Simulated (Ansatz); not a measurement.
**BaO: the crystal squeezed far**

The task here is to estimate one member of a computed series from the others.

Computed with Ansatz 0.2.0 (DFT LDA, with the methods named in each step, unless a step's input says otherwise).

**Starting point**

Symmetry: Fm-3m, No. 225, cubic system. Conventional cell: a = 5.403 Å, b = 5.403 Å, c = 5.403 Å, α = 90.00°, β = 90.00°, γ = 90.00°. Ba (site symmetry m-3m) has 6 O at 2.70 Å in its first shell of neighbours. Around O (site symmetry m-3m) lie 6 Ba at 2.70 Å.

As a file:

```
CELL_PARAMETERS angstrom
0.00000 2.70165 2.70165
2.70165 0.00000 2.70165
2.70165 2.70165 0.00000
ATOMIC_POSITIONS crystal
Ba 0.00000 0.00000 0.00000
O 0.50000 0.50000 0.50000
```

Whether this phase is the stable one at these pressures isn't tested.

Atoms are numbered in the order of the input: Ba1, O2.

Set-up of the first run:

The input, input.yaml:

```yaml
crystal:
  lattice:
    - [0.0, 2.7016478281, 2.7016478281]
    - [2.7016478281, 0.0, 2.7016478281]
    - [2.7016478281, 2.7016478281, 0.0]
  atoms:
    - { symbol: Ba, position: [0.0, 0.0, 0.0] }
    - { symbol: O, position: [0.5, 0.5, 0.5] }
kpoints:
  mp_grid: { grid: [12, 12, 12] }
scf:
  occupations: { method: fermi_dirac, width: 0.08 }
hamiltonian:
  xc: lda
  pseudopotentials: { kind: paw }
output:
  forces: true
  stress: true
  write_density: true
  write_potential: true
  elf: true
  volumetric_format: npy
relax:
  f_tol: 0.005
  max_steps: 40
  cell: {}
```

Started as:

```sh
$ ansatz run input.yaml --threads 1 --pin off --max-ram 2048MiB --backend cpu --events-out ev --progress --plain --runs-dir out
```

Steps of the session up to this table: Cell relaxed at zero pressure, PAW; More of the same log: cell relaxed at zero pressure; Volume scaled by 1, PAW; Volume scaled by 1, PAW (core large); Volume scaled by 0.88, PAW; Volume scaled by 0.78, PAW; Volume scaled by 0.68, PAW; Volume scaled by 0.58, PAW; Volume scaled by 0.5, PAW; Volume scaled by 0.43, PAW; Volume scaled by 0.43, PAW (cutoff 800 eV).

One table of the session follows, with a row left open; its other results are not shown here.

| method | volume over the first | volume (Å³/atom) | pressure (GPa) |
| --- | --- | --- | --- |
| PAW | 1 | 20.055 | 0.00 |
| PAW | 0.88 | 17.648 | 14.71 |
| PAW | 0.78 | 15.643 | 37.41 |
| PAW | 0.68 | 13.637 | 75.52 |
| PAW | 0.58 | ? | ? |
| PAW | 0.5 | 10.027 | 229.22 |
| PAW | 0.43 | 8.624 | 358.53 |
| PAW (core large) | 1 | 20.055 | 0.00 |
| PAW (cutoff 800 eV) | 0.43 | 8.624 | 358.46 |

**Question.** Estimate the row for PAW, 0.58.

**Answer.** volume (Å³/atom): 11.632; pressure (GPa): 140.39. In the column «volume (Å³/atom)» it lies between PAW, 0.5 (10.027) and PAW, 0.68 (13.637).

Limits of these values: At pressures up to 359 GPa the PAW spheres may overlap and frozen cores may not hold, so those PAW values are rough without an all-electron check. Warnings in the runs' records: datasets by core.
